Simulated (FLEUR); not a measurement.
Here is a FLEUR MaX-R8.1 (later development tree) calculation.

The input inp.xml:

```xml
<?xml version="1.0" encoding="UTF-8" standalone="no"?>
<fleurInput fleurInputVersion="0.39">
   <comment>
      Sn                                                                                                  
   </comment>
   <calculationSetup>
      <cutoffs Kmax="4.1" Gmax="12.7" GmaxXC="12.7" numbands="0"/>
      <scfLoop itmax="60" minDistance="0.00001" maxIterBroyd="15" imix="Anderson" alpha="0.05" precondParam="0.0" spinf="2.0" sdNocoIR="T"/>
      <coreElectrons ctail="T" frcor="F" kcrel="0" coretail_lmax="0"/>
      <xcFunctional name="rpbe" relativisticCorrections="F"/>
      <magnetism jspins="1"/>
      <soc l_soc="F" theta="0.0" phi="0.0" spav="F"/>
      <expertModes spex="0" secvar="F"/>
      <geometryOptimization l_f="F" forcealpha="1.0" forcemix="BFGS" epsdisp="0.00001" epsforce="0.00001"/>
      <ldaU l_linMix="F" mixParam="0.05" spinf="1.0"/>
   </calculationSetup>
   <cell>
      <bzIntegration valenceElectrons="44.0" mode="hist" fermiSmearingEnergy="0.00183747">
         <kPointListSelection listName="default-1"/>
         <!-- k-points included here -->
         <xi:include xmlns:xi="http://www.w3.org/2001/XInclude" href="kpts.xml"> </xi:include>
      </bzIntegration>
      <!-- symmetry operations included here -->
      <xi:include xmlns:xi="http://www.w3.org/2001/XInclude" href="sym.xml"> </xi:include>
      <bulkLattice scale="1.0">
         <bravaisMatrix>
            <row-1>    0.0000000000000000     6.1101323589473129     6.1101323589473129</row-1>
            <row-2>    6.1101323589473129     0.0000000000000000     6.1101323589473129</row-2>
            <row-3>    6.1101323589473129     6.1101323589473129     0.0000000000000000</row-3>
         </bravaisMatrix>
      </bulkLattice>
   </cell>
   <atomSpecies>
      <species name="Tin (Sn)" element="Sn" atomicNumber="50">
         <mtSphere radius="2.45" gridPoints="811" logIncrement="0.016"/>
         <atomicCutoffs lmax="10" lnonsphr="8"/>
         <electronConfig flipSpins="F">
            <coreConfig>(1s1/2) (2s1/2) (2p1/2) (2p3/2) (3s1/2) (3p1/2) (3p3/2) (3d3/2) (3d5/2)</coreConfig>
            <valenceConfig>(4s1/2) (4p1/2) (4p3/2) (5s1/2) (4d3/2) (4d5/2) (5p1/2) (5p3/2)</valenceConfig>
            <stateOccupation state="(5p1/2)" spinUp="0.333333" spinDown="0.333333"/>
            <stateOccupation state="(5p3/2)" spinUp="0.666667" spinDown="0.666667"/>
         </electronConfig>
         <energyParameters s="5" p="5" d="4" f="4"/>
         <lo type="SCLO" l="0" n="4" eDeriv="0"/>
         <lo type="SCLO" l="1" n="4" eDeriv="0"/>
         <lo type="SCLO" l="1" n="4" eDeriv="1"/>
         <lo type="SCLO" l="2" n="4" eDeriv="2"/>
         <lo type="SCLO" l="3" n="4" eDeriv="2"/>
      </species>
   </atomSpecies>
   <atomGroups>
      <atomGroup species="Tin (Sn)">
         <relPos label="                   1">-3.000/8.000 -3.000/8.000 -3.000/8.000</relPos>
         <relPos label="                   2">3.000/8.000 3.000/8.000 3.000/8.000</relPos>
         <force calculate="T" relaxXYZ="TTT"/>
      </atomGroup>
   </atomGroups>
   <output dos="F" band="F" slice="F">
      <checks vchk="F" cdinf="F"/>
      <bandDOS minEnergy="-.5*Htr" maxEnergy="0.5*Htr" sigma="0.015" storeEVData="T"/>
      <vacuumDOS vacdos="F" integ="F" star="F" nstars="0" locx1="0.0" locy1="0.0" locx2="0.0" locy2="0.0" nstm="0" tworkf="0.0"/>
      <unfoldingBand unfoldBand="F" supercellX="1" supercellY="1" supercellZ="1"/>
      <plotting iplot="0" polar="F">
         <plot TwoD="T" vec1="  1.0  0.0  0.0" vec2="  0.0  1.0  0.0" vec3="  0.0  0.0  1.0" zero="  0.0  0.0  0.0" file="plot"/>
      </plotting>
      <chargeDensitySlicing numkpt="0" minEigenval="0.0" maxEigenval="0.0" nnne="0" pallst="F"/>
      <specialOutput eonly="F"/>
      <moessbauerParams electricFieldGradient="T" isomerShift="T" coreHyperfine="T" valenceHyperfine="T"/>
      <magneticCircularDichroism mcd="F" energyLo="-10.0" energyUp="0.0"/>
   </output>
  <!-- We include the file relax.xml here to enable relaxations (see documentation) -->
  <xi:include xmlns:xi="http://www.w3.org/2001/XInclude" href="relax.xml"> <xi:fallback/> </xi:include>
</fleurInput>
```

The input crystal.txt:

```
Sn
&input cartesian=F /
0.0000000000  3.2333428000  3.2333428000
3.2333428000  0.0000000000  3.2333428000
3.2333428000  3.2333428000  0.0000000000
1.8897261246
1.0 1.0 1.0

2
50 0.7500000000  0.7500000000  0.7500000000
50 0.5000000000  0.5000000000  0.5000000000

&kpt div1=7 div2=7 div3=7 gamma=T /
```

File inp.xml (bands):

```
<?xml version="1.0" encoding="UTF-8" standalone="no"?>
<fleurInput fleurInputVersion="0.39">
   <comment>
      Sn                                                                                                  
   </comment>
   <calculationSetup>
      <cutoffs Kmax="4.1" Gmax="12.7" GmaxXC="12.7" numbands="0"/>
      <scfLoop itmax="60" minDistance="0.00001" maxIterBroyd="15" imix="Anderson" alpha="0.05" precondParam="0.0" spinf="2.0" sdNocoIR="T"/>
      <coreElectrons ctail="T" frcor="F" kcrel="0" coretail_lmax="0"/>
      <xcFunctional name="rpbe" relativisticCorrections="F"/>
      <magnetism jspins="1"/>
      <soc l_soc="F" theta="0.0" phi="0.0" spav="F"/>
      <expertModes spex="0" secvar="F"/>
      <geometryOptimization l_f="F" forcealpha="1.0" forcemix="BFGS" epsdisp="0.00001" epsforce="0.00001"/>
      <ldaU l_linMix="F" mixParam="0.05" spinf="1.0"/>
   </calculationSetup>
   <cell>
      <bzIntegration valenceElectrons="44.0" mode="hist" fermiSmearingEnergy="0.00183747">
         <kPointListSelection listName="path-1"/>
         <!-- k-points included here -->
         <xi:include xmlns:xi="http://www.w3.org/2001/XInclude" href="kpts.xml"> </xi:include>
      </bzIntegration>
      <!-- symmetry operations included here -->
      <xi:include xmlns:xi="http://www.w3.org/2001/XInclude" href="sym.xml"> </xi:include>
      <bulkLattice scale="1.0">
         <bravaisMatrix>
            <row-1>    0.0000000000000000     6.1101323589473129     6.1101323589473129</row-1>
            <row-2>    6.1101323589473129     0.0000000000000000     6.1101323589473129</row-2>
            <row-3>    6.1101323589473129     6.1101323589473129     0.0000000000000000</row-3>
         </bravaisMatrix>
      </bulkLattice>
   </cell>
   <atomSpecies>
      <species name="Tin (Sn)" element="Sn" atomicNumber="50">
         <mtSphere radius="2.45" gridPoints="811" logIncrement="0.016"/>
         <atomicCutoffs lmax="10" lnonsphr="8"/>
         <electronConfig flipSpins="F">
            <coreConfig>(1s1/2) (2s1/2) (2p1/2) (2p3/2) (3s1/2) (3p1/2) (3p3/2) (3d3/2) (3d5/2)</coreConfig>
            <valenceConfig>(4s1/2) (4p1/2) (4p3/2) (5s1/2) (4d3/2) (4d5/2) (5p1/2) (5p3/2)</valenceConfig>
            <stateOccupation state="(5p1/2)" spinUp="0.333333" spinDown="0.333333"/>
            <stateOccupation state="(5p3/2)" spinUp="0.666667" spinDown="0.666667"/>
         </electronConfig>
         <energyParameters s="5" p="5" d="4" f="4"/>
         <lo type="SCLO" l="0" n="4" eDeriv="0"/>
         <lo type="SCLO" l="1" n="4" eDeriv="0"/>
         <lo type="SCLO" l="1" n="4" eDeriv="1"/>
         <lo type="SCLO" l="2" n="4" eDeriv="2"/>
         <lo type="SCLO" l="3" n="4" eDeriv="2"/>
      </species>
   </atomSpecies>
   <atomGroups>
      <atomGroup species="Tin (Sn)">
         <relPos label="                   1">-3.000/8.000 -3.000/8.000 -3.000/8.000</relPos>
         <relPos label="                   2">3.000/8.000 3.000/8.000 3.000/8.000</relPos>
         <force calculate="T" relaxXYZ="TTT"/>
      </atomGroup>
   </atomGroups>
   <output dos="F" band="T" slice="F">
      <checks vchk="F" cdinf="F"/>
      <bandDOS minEnergy="-.5*Htr" maxEnergy="0.5*Htr" sigma="0.015" storeEVData="T"/>
      <vacuumDOS vacdos="F" integ="F" star="F" nstars="0" locx1="0.0" locy1="0.0" locx2="0.0" locy2="0.0" nstm="0" tworkf="0.0"/>
      <unfoldingBand unfoldBand="F" supercellX="1" supercellY="1" supercellZ="1"/>
      <plotting iplot="0" polar="F">
         <plot TwoD="T" vec1="  1.0  0.0  0.0" vec2="  0.0  1.0  0.0" vec3="  0.0  0.0  1.0" zero="  0.0  0.0  0.0" file="plot"/>
      </plotting>
      <chargeDensitySlicing numkpt="0" minEigenval="0.0" maxEigenval="0.0" nnne="0" pallst="F"/>
      <specialOutput eonly="F"/>
      <moessbauerParams electricFieldGradient="T" isomerShift="T" coreHyperfine="T" valenceHyperfine="T"/>
      <magneticCircularDichroism mcd="F" energyLo="-10.0" energyUp="0.0"/>
   </output>
  <!-- We include the file relax.xml here to enable relaxations (see documentation) -->
  <xi:include xmlns:xi="http://www.w3.org/2001/XInclude" href="relax.xml"> <xi:fallback/> </xi:include>
</fleurInput>
```

Potentials or basis: all-electron, FLAPW.

Run with:

```bash
$ inpgen -f crystal.txt -profile fastHighL
$ # inp.xml edited to the form shown
$ fleur_MPI
$ fleur_MPI   # second run, on inp.xml (bands)
```

**Question.** Estimate the band gap along the path.

**Answer.** None (metal or under the smearing width).

Core levels (eV from the Fermi level):
```
atom                                                                                                                             levels
1 Sn  1s1/2 -28992.4, 2s1/2 -4372.0, 2p1/2 -4083.1, 2p3/2 -3852.4, 3s1/2 -840.3, 3p1/2 -723.0, 3p3/2 -680.9, 3d3/2 -473.8, 3d5/2 -465.1
2 Sn  1s1/2 -28992.4, 2s1/2 -4372.0, 2p1/2 -4083.1, 2p3/2 -3852.4, 3s1/2 -840.3, 3p1/2 -723.0, 3p3/2 -680.9, 3d3/2 -473.8, 3d5/2 -465.1
```

Caveat: spin-orbit coupling is left out, which moves the levels of the heavy elements.
